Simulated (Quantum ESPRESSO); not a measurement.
Runs of Quantum ESPRESSO 7.5 on As. Symmetry: R-3m, No. 166, trigonal system. Conventional cell: a = 3.762 Å, b = 3.762 Å, c = 10.542 Å, α = 90.00°, β = 90.00°, γ = 120.00°. As (site symmetry 3m) is surrounded by 3 As at 2.51 Å. 

| task | level | potentials or basis | spin | cell | cutoff (eV) | most ionic steps | forc conv thr | etot conv thr | ion dynamics | cell dynamics | gap on the mesh (eV) | pressure (GPa) | largest force (eV/Å) |
| --- | --- | --- | --- | --- | --- | --- | --- | --- | --- | --- | --- | --- | --- |
| band structure | PBE | PseudoDojo 0.4 FR PBE standard | SOC, no magnetisation | as given | 1143 | - | - | - | - | - | none | 3.9 | 0.44 |
| relaxation of cell and atoms | PBEsol | GBRV 1.5 PBEsol | off | relaxed to 0.3 kbar | 612 | 40 | 0.0004 Ry/bohr | 1e-05 Ry | bfgs | bfgs | 0.10 | 0.0 | - |
| relaxation of cell and atoms | PBEsol | PseudoDojo 0.4 SR PBEsol stringent | off | relaxed to 0.3 kbar | 1415 | 40 | 0.0004 Ry/bohr | 1e-05 Ry | bfgs | bfgs | 0.08 | 0.0 | - |
| relaxation of cell and atoms | PBEsol | PseudoDojo 0.4.1 SR PBEsol standard | off | relaxed to 0.3 kbar | 1143 | 40 | 0.0004 Ry/bohr | 1e-05 Ry | bfgs | bfgs | (b) | 0.0 | 0.01 |
| band structure | PBE | PseudoDojo 0.4.1 SR PBE standard | off | as given | 1143 | - | - | - | - | - | none | (a) | 0.44 |

Alike in all rows: k mesh 9 × 9 × 9; smearing fermi-dirac 0.05 eV.

Task: Estimate the missing entries.

Result: (a) 3.8; (b) 0.09.

Caveats: an odd mesh through Γ misses points on the zone boundary, where band edges often lie (some runs); some levels on the path didn't converge (some runs).

A k mesh can miss the band edges, and rows without SOC leave out spin-orbit coupling on As.

A gap of «none» marks a metal or a gap under the smearing width.

The runs don't all hold the same shells in valence.
